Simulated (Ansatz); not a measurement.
## How far is PAW off for HgTe?

```yaml
crystal:
  lattice:
    - [0.00000, 2.92150, 3.00915]
    - [2.92150, 0.00000, 3.00915]
    - [2.92150, 2.92150, 0.00000]
  atoms:
    - { symbol: Hg, position: [0.00000, 0.00000, 0.00000] }
    - { symbol: Te, position: [0.50000, 0.50000, 0.50000] }
```

Atoms are numbered in the order listed.

Conventional cell: a = 4.132 Å, b = 4.132 Å, c = 6.018 Å, α = 90.00°, β = 90.00°, γ = 90.00°. Around Hg (atom 1) lie 6 Te at 2.92 to 3.01 Å. Te (atom 2) is surrounded by 6 Hg at 2.92 to 3.01 Å.

The cell comes from COD entry 1538296, which wasn't checked; take it as a given geometry. The listed cell was then made from it by scaling, straining or moving an atom.

No spin–orbit coupling, which matters for the heavy atoms here.

Levels of theory: DFT, PBE, PAW with Ansatz's default frozen-core files, scalar-relativistic (Ansatz 0.2.0); DFT, PBE, all-electron PAW with datasets made for the crystal, scalar-relativistic (Ansatz 0.2.0); DFT, PBE, all-electron LAPW, scalar-relativistic (Ansatz 0.2.0).

For PAW: a Γ-centred 10×10×10 k mesh, Fermi–Dirac smearing of 0.08 eV, cutoff 420 eV, no spin polarisation. The crystal-made all-electron datasets (AE datasets) take a cutoff of 260 eV at this cell. LAPW targets a basis error of 1 meV/atom. The Ansatz runs share mesh, smearing and spin set-up. Plane-wave (PAW) pressures include the program's estimate of the Pulay term.

Stress and pressure are positive in compression.

Spin–orbit coupling is left out, which moves gradients at and beside heavy atoms by some per cent and at worst by a factor of two.

In a metal, gradients converge slowly with the k mesh: the values move by tens of per cent from one mesh to another, at times in sign, so only the comparison on one mesh counts.

```csv
quantity,PAW,AE datasets,LAPW
pressure (GPa),7.83,7.83,7.83
stress xx (GPa),8.93,8.93,8.93
stress zz (GPa),5.62,5.62,5.62
field gradient Vzz at Hg1 (10²¹ V/m²),3.93,?,–
field gradient Vzz at Te2 (10²¹ V/m²),?,?,–
```

**Question.** Give the missing entry: row "field gradient Vzz at Hg1 (10²¹ V/m²)", column "AE datasets".

**Answer.** 3.87.

**Question.** Give the missing entry: row "field gradient Vzz at Te2 (10²¹ V/m²)", column "PAW".

**Answer.** -5.12.

**Question.** What belongs in the row "field gradient Vzz at Te2 (10²¹ V/m²)", column "AE datasets"?

**Answer.** -5.01.
